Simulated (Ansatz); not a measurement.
Wurtzite BeO was calculated with LDA (plane waves, PAW; Ansatz, a quantum-chemistry and plane-wave program).

Total energies, extrapolated to zero smearing (they compare only within this program, potentials and cutoff; free atoms with spin allowed, lowest state found):

```json
[
 {"system": "wurtzite BeO, relaxed", "energy (eV/atom)": "-323.3854"},
 {"system": "free Be atom", "energy (eV/atom)": "-84.0083"},
 {"system": "free O atom", "energy (eV/atom)": "-548.5492"}
]
```

**Question.** Work out the cohesive energy per atom.

**Answer.** E_coh = [1 × (-84.0083) + 1 × (-548.5492)]/2 − (-323.3854) = 7.11 eV/atom. The reference value is 6.19 ± 0.03 eV/atom (derived here from tabulated measurements, copied from a table, unchecked, brought to a static lattice with a Debye model, atoms in their spin–orbit ground levels; inputs from the CRC Handbook), a difference of +0.92 eV/atom.

The PAW data were made under PBE.
